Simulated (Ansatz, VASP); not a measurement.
This is a calculation of Ge for VASP 6.6.1.

Contents of INCAR:

```
SYSTEM = Ge
  PREC = Accurate
  ENCUT = 520
  EDIFF = 1E-6
  ISMEAR = -1
  SIGMA = 0.05
  LREAL = .False.
  LASPH = .True.
  NELM = 150
  ALGO = Normal
  ISIF = 2
  LWAVE = .False.
  LCHARG = .False.
  ISPIN = 2
  MAGMOM = 0.5 -0.5
  LORBIT = 11
  GGA = RP
  NBANDS = 25
```

Contents of KPOINTS:

```
regular mesh
0
Gamma
  8 8 8
  0 0 0
```

POSCAR

```
Ge
1.0
    0.0000000000      2.8476450493      2.8476450493
    2.8476450493      0.0000000000      2.8476450493
    2.8476450493      2.8476450493      0.0000000000
Ge
2
Direct
    0.7500000000      0.7500000000      0.7500000000
    0.5000000000      0.5000000000      0.5000000000
```

Potentials or basis: VASP PAW PBE potentials, release 64 (Ge_d).

Run with:

```bash
$ cat potpaw_PBE.64/Ge_d/POTCAR > POTCAR
$ mpirun -np 1 vasp_std > vasp.out
```

Translate it to Ansatz 0.2.0. Potentials there: all-electron LAPW, scalar-relativistic.

As run (the cutoff follows the program's own potentials):

Contents of input.yaml:

```yaml
crystal:
  lattice:
    - [0.0, 2.8476450493, 2.8476450493]
    - [2.8476450493, 0.0, 2.8476450493]
    - [2.8476450493, 2.8476450493, 0.0]
  atoms:
    - { symbol: Ge, position: [0.75, 0.75, 0.75], spin: 0.5 }
    - { symbol: Ge, position: [0.5, 0.5, 0.5], spin: -0.5 }
kpoints:
  mp_grid: { grid: [8, 8, 8] }
scf:
  occupations: { method: fermi_dirac, width: 0.05 }
hamiltonian:
  xc: rpbe
  pseudopotentials: { kind: all_electron, lapw: { basis_error: 0.002 } }
magnetization:
  spin_polarized: true
output:
  forces: true
  stress: true
  eigenvalues: true
```

Potentials or basis: all-electron LAPW, scalar-relativistic.

Launch:

```bash
$ ansatz run input.yaml --threads 1 --pin off --max-ram 2560MiB --backend cpu --events-out ev --progress --plain --runs-dir out
```

Both were run:

|  | VASP | Ansatz | Ansatz less VASP |
| --- | --- | --- | --- |
| gap on the k mesh at the Fermi level (eV) | none | none | - |
| pressure (GPa) | 3.9 | 4.0 | +0.02 |
| net moment per atom (μB) | 0.00 | 0.00 | 0.000 |

A gap of «none» marks a metal or a gap that the smearing closes. Ansatz ran all-electron here, so the differences hold the error of VASP's frozen core and of both bases.

Caveats: the PAW data sets were made with another functional, which shifts forces and pressure a little (VASP); the starting moments weren't kept (Ansatz).
